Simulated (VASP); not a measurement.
The system is GaAs.

```
Ga As
1.0
     0.00000    2.82685    2.82685
     2.82685    0.00000    2.82685
     2.82685    2.82685    0.00000
Ga As
1 1
Direct
  0.00000 0.00000 0.00000
  0.25000 0.25000 0.25000
```

Program: VASP 6.6.1. Alike in all runs: task single point; cell as given; smearing fermi-dirac 0.02 eV. Hardware: 4 MPI ranks on Intel(R) Xeon(R) Platinum 8488C (Sapphire Rapids) (shared host).

Problem. Order these runs on this cell by their wall time, lowest first.
A. level LDA; potentials or basis VASP PAW LDA potentials, release 64 (Ga_d, As); spin off; k mesh 7 × 7 × 7; cutoff (eV) 520; mesh quality not flagged
B. level PBEsol; potentials or basis VASP PAW PBE potentials, release 64 (Ga_d, As); spin SOC, no magnetisation; k mesh 7 × 7 × 7; cutoff (eV) 520; mesh quality not flagged
C. level LDA; potentials or basis VASP PAW LDA potentials, release 64 (Ga_d, As); spin off; k mesh 4 × 4 × 4; cutoff (eV) 300; mesh quality coarse
D. level HSE06; potentials or basis VASP PAW PBE potentials, release 64 (Ga_d, As); spin off; k mesh 5 × 5 × 5; cutoff (eV) 520; grid for exact exchange (PRECFOCK) Fast; screening parameter 0.2 1/A; mesh quality not flagged

Solution. C (2.2 s), A (5.4 s), B (32 s), D (140 s).

Caveats: some runs use coarse meshes.
